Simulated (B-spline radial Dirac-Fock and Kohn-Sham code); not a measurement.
# Satellites and hypersatellites of the K lines of Kr⁺

System: the Kr⁺ ion, [Ar] 3d10 4s1 4p6 (not the ground configuration).

The computed values come from a radial B-spline solver: ΔSCF Dirac-Fock with Breit, self-energy and vacuum polarisation, finite nucleus, configuration average. Each two-hole energy is an average over J within one jj subconfiguration, not an observable level; in light atoms, where LS coupling holds, the j-resolved values are not observed lines, and for a K spectator the Kα1 hypersatellite is nearly forbidden. Correlation and solid-state effects are left out.

Lines without a spectator: Kα2 (K-L2) 12593.9 eV, Kα1 (K-L3) 12646.8 eV, Kβ3 (K-M2) 14101.4 eV, Kβ1 (K-M3) 14109.4 eV. Shifts in eV with one spectator hole (a dash: not computed, or left out as unreliable):

| spectator hole | Kα2 | Kα1 | Kβ3 | Kβ1 |
| --- | --- | --- | --- | --- |
| K (1s) | +390.9 | +397.0 | +492.2 | +493.3 |
| L2 (2p1/2) | +39.0 | +48.2 | – | +105.6 |
| L3 (2p3/2) | +42.1 | +41.0 | +99.0 | – |
| M2 (3p1/2) | – | +3.85 | +9.09 | +11.61 |
| M3 (3p3/2) | +3.20 | – | +10.49 | +9.93 |
| M4 (3d3/2) | -0.34 | -1.82 | – | – |
| M5 (3d5/2) | -1.98 | -1.01 | – | – |

With n spectator holes in 2p, averaged over the 2p shell (energies in eV):

| n | KαLⁿ | step | hypersatellite KαʰLⁿ |
| --- | --- | --- | --- |
| 0 | 12629.2 | – | 13024.1 |
| 1 | 12672.3 | +43.1 | 13068.5 |
| 2 | 12716.5 | +44.2 | 13114.0 |
| 3 | 12761.8 | +45.3 | 13160.7 |
| 4 | 12808.2 | +46.5 | 13208.4 |
| 5 | 12855.9 | +47.6 | 13257.4 |
